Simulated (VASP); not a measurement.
Set up this calculation in VASP 6.6.1, as the native input.

| Property | Result |
| --- | --- |
| Task | relaxation of cell and atoms |
| Functional | PBE |
| Potentials or basis | VASP PAW PBE potentials, release 64 (Ti_sv, N) |
| Cutoff | 600 eV |
| k mesh | 16 × 16 × 16 |
| Occupations | methfessel-paxton, width 0.2 eV |
| Spin | no spin polarisation |
| Further INCAR settings | ALGO = Normal; EDIFF = 1e-06; IBRION = 2; EDIFFG = -0.01; NSW = 40; ISIF = 3 |

The structure of TiN lies in POSCAR:

```
TiN
1.0
    0.0000000000      2.1200000000      2.1200000000
    2.1200000000      0.0000000000      2.1200000000
    2.1200000000      2.1200000000      0.0000000000
Ti N
1 1
Direct
    0.0000000000      0.0000000000      0.0000000000
    0.5000000000      0.5000000000      0.5000000000
```

The cell was built by a generator and needn't be a form met in nature.

The input as run:

INCAR

```
PREC = Accurate ; ENCUT = 600
EDIFF = 1E-6 ; ISMEAR = 1
SIGMA = 0.2 ; LREAL = F
LASPH = T ; NELM = 60
ALGO = Normal ; ISIF = 3
LWAVE = F ; LCHARG = F
GGA = PE ; IBRION = 2
NSW = 40 ; EDIFFG = -0.01
KPAR = 4
```

KPOINTS

```
regular mesh
0
Gamma
  16 16 16
```

Potentials or basis: VASP PAW PBE potentials, release 64 (Ti_sv, N).

Run with:

```console
$ cat potpaw_PBE.64/Ti_sv/POTCAR potpaw_PBE.64/N/POTCAR > POTCAR
$ mpirun -np 4 vasp_std > vasp.out
```

It gave:

```yaml
Relaxed_volume: 9.59 Å³/atom
Relaxed_cell: a = 3.004 Å, b = 3.004 Å, c = 3.004 Å, α = 60.00°, β = 60.00°, γ = 60.00°
Space_group_after_relaxing_to_0.05_Å: Fm-3m (No. 225)
Energy_gained_by_relaxing: 0.3 meV/atom
Ionic_steps: 3
Pressure_after_relaxing: -0.1 GPa
Band_gap_on_the_k_mesh: none (metal or under the smearing width)
```

It took 26 s on 4 MPI ranks on AMD EPYC 7R13 Processor (Zen 3) (shared host), peak memory 0.15 GiB a rank.
